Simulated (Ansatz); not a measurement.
Slab: Te2Mo, a slab with vacuum.

```
Te Mo
1.0
     3.56242    0.00000    0.00000
    -1.78121    3.08514    0.00000
     0.00000    0.00000   31.56327
Te Mo
6 3
Direct
  0.00000 0.00000 0.05676
  0.33333 0.66667 0.28899
  0.33333 0.66667 0.82440
  0.33333 0.66667 0.17560
  0.33333 0.66667 0.71101
  0.00000 0.00000 0.94324
  0.33333 0.66667 0.00000
  0.00000 0.00000 0.23231
  0.00000 0.00000 0.76769
```

Base run:

| Quantity | Value |
| --- | --- |
| Program | Ansatz 0.2.0 |
| Functional | r2SCAN |
| Potentials or basis | Ansatz PAW |
| Cutoff | 500 eV (not typed: the program's choice for these potentials) |
| k mesh | 9 × 9 × 1 |
| Occupations | fermi-dirac, width 0.05 eV |
| Spin | no spin polarisation |

Its results: band gap on the k mesh 1.08 eV, direct; largest force 0.028 eV/Å.

The run is repeated on the same cell with these changes: functional from r2SCAN to PBEsol; cutoff from 500 eV (not typed: the program's choice for these potentials) to 420 eV (not typed: the program's choice for these potentials). What comes out?

Band gap on the k mesh 1.00 eV, direct; largest force 0.177 eV/Å.

Caveats: spin-orbit coupling is left out, which moves the levels of the heavy elements; the PAW data sets come from PBE, with cores solved anew for the run's functional, which leaves a small shift of forces and pressure.
